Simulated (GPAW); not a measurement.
Crystal: Se.

```xyz
2
Lattice="3.4069 0.0000 0.0000 0.0000 3.4069 0.0000 0.0000 0.0000 3.4069" Properties=species:S:1:pos:R:3 pbc="T T T"
Se    1.6643    1.7012    1.5502
Se    0.0392    0.0023    0.1533
```

This isn't the form of Se at room conditions, which is trigonal, of chains.

The cell isn't the ideal one: a zone-boundary wave of random shape, sigma 0.1 Å.

| Item | Value |
| --- | --- |
| Program | GPAW 26.7.0 |
| Task | relaxation of cell and atoms |
| Functional | PBE |
| Dispersion | D4 |
| Potentials or basis | GPAW PAW data sets (gpaw-data 1.2.1) |
| Cutoff | 600 eV |
| Basis | pw |
| k mesh | 8 × 8 × 8 |
| Occupations | fermi-dirac, width 0.05 eV |
| Spin | no spin polarisation |

At the start: pressure 0.7 GPa; volume 19.77 Å³/atom.

Q: How do energy, volume and symmetry change on relaxing?

A: Over 30 steps the energy falls by 260.6 meV/atom and the volume is 25.66 Å³/atom (+29.8 %); space group C2/m (No. 12, to 0.05 Å).

Step by step:
```
step  energy change (eV)  largest force (eV/Å)  pressure (GPa)  volume (Å³)
   1              0.0000                0.4838            0.72        39.54
   2             -0.0092                0.4742            0.74        39.62
   3             -0.2042                0.3839            6.70        41.98
   4              0.0250                2.4604           17.95        45.34
   5             -0.2897                0.2820            6.75        43.76
   6             -0.3539                0.3638            5.92        45.07
   7             -0.3659                0.5322           -1.56        57.43
   8             -0.4964                0.3304            0.77        51.69
   9             -0.5020                0.1052            1.53        49.85
  10             -0.5056                0.1397            1.01        50.47
  11             -0.5079                0.1253            0.49        50.78
  12             -0.5096                0.1080            0.01        50.87
  13             -0.5104                0.1202           -0.17        50.80
  14             -0.5123                0.1679           -0.41        50.67
  15             -0.5145                0.2048           -0.56        50.54
  16             -0.5167                0.1587           -0.43        50.65
  17             -0.5202                0.0603            0.07        51.07
  18             -0.5204                0.0433            0.01        51.11
  19             -0.5206                0.0348           -0.03        51.11
  20             -0.5210                0.0212           -0.08        51.16
  21             -0.5210                0.0180           -0.07        51.18
  22             -0.5211                0.0140           -0.06        51.20
  23             -0.5212                0.0135           -0.06        51.22
  24             -0.5212                0.0156           -0.07        51.25
  25             -0.5212                0.0165           -0.09        51.27
  26             -0.5212                0.0166           -0.09        51.28
  27             -0.5212                0.0165           -0.10        51.28
  28             -0.5212                0.0163           -0.10        51.30
  29             -0.5212                0.0157           -0.10        51.31
  30             -0.5212                0.0148           -0.09        51.33
```

Final structure:
```
Se
1.0
     3.59868    0.00070   -0.05968
     0.00141    3.59395   -0.05112
    -0.05819   -0.04634    3.97025
Se
2
Cartesian
  1.6978 1.7006 1.3353
  0.0731 0.0736 0.5945
```

Caveat: later steps reuse the first step's grids; the volume moved by over 15 % at a fixed basis, so the end points are rough.
